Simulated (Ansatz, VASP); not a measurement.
**Two plane-wave programs on CsI**

File INCAR:

```
SYSTEM = CsI
ALGO     = Fast           ! electronic algorithm
EDIFF    = 1E-7           ! SCF threshold, eV
ENCUT    = 520            ! plane-wave cutoff, eV
GGA      = PE             ! functional
ISIF     = 2              ! what is computed and relaxed
ISMEAR   = 0              ! smearing method
LASPH    = .True.         ! aspherical terms in the spheres
LCHARG   = .True.         ! write CHGCAR
LELF     = .True.         ! ELF
LREAL    = .False.        ! projectors in reciprocal space
LVHAR    = .True.       
LWAVE    = .False.        ! write WAVECAR
NBANDS   = 15             ! bands
NELM     = 100            ! most SCF steps
PREC     = Accurate       ! precision mode
SIGMA    = 0.02           ! smearing width, eV
```

Contents of KPOINTS:

```
k-points
0
Gamma
  6 6 6
  0 0 0
```

POSCAR

```
CsI
1.0
    4.6660144937      0.0000000000      0.0000000000
    0.0000000000      4.6660144937      0.0000000000
    0.0000000000      0.0000000000      4.6660144937
Cs I
1 1
Direct
    0.0000000000      0.0000000000      0.0000000000
    0.5000000000      0.5000000000      0.5000000000
```

Input for Ansatz:

```yaml
crystal:
  lattice:
    - [4.6660144937, 0.0, 0.0]
    - [0.0, 4.6660144937, 0.0]
    - [0.0, 0.0, 4.6660144937]
  atoms:
    - { symbol: Cs, position: [0.0, 0.0, 0.0] }
    - { symbol: I, position: [0.5, 0.5, 0.5] }
basis:
  ecutwfc: 420
kpoints:
  mp_grid: { grid: [6, 6, 6] }
hamiltonian:
  xc: pbe
scf:
  occupations: { method: gaussian, width: 0.02 }
  n_extra_bands: 12
output:
  forces: false
  stress: false
  eigenvalues: true
  optics: { e_range: [0, 14], sigma: 0.1, nscf_kmesh: { grid: [9, 9, 9] } }
checkpoint:
  read: start.run
  write: ck
  compress: false
  write_wavefunctions: false
  write_every: 100000
```

Alike in both runs: task single point; functional PBE; k mesh 6 × 6 × 6; occupations gaussian, width 0.02 eV; no spin polarisation.

|  | VASP | Ansatz |
| --- | --- | --- |
| version | VASP 6.6.1 | Ansatz 0.2.0 |
| potentials or method | VASP PAW PBE potentials, release 64 (Cs_sv, I) | scalar-relativistic, plane waves, PAW |
| plane-wave cutoff (eV) | 520 | 420 |
| valence electrons in the cell | 16 | 26 |

Ansatz gave:

```
gap on the k mesh at the Fermi level (eV) : 3.69
least direct gap on the mesh (eV)         : 3.78
```

Q: Estimate VASP's values.

A: gap on the k mesh at the Fermi level (eV): 3.68; least direct gap on the mesh (eV): 3.77.

The functional is the same, so the differences come from potentials, cutoffs and numerics. The two sets of potentials don't hold the same shells in valence.

Caveats: spin-orbit coupling is left out, which moves the levels of the heavy elements. A k mesh can miss the band edges. Expect the measured gap to be larger: semilocal functionals such as PBE lack the derivative discontinuity.
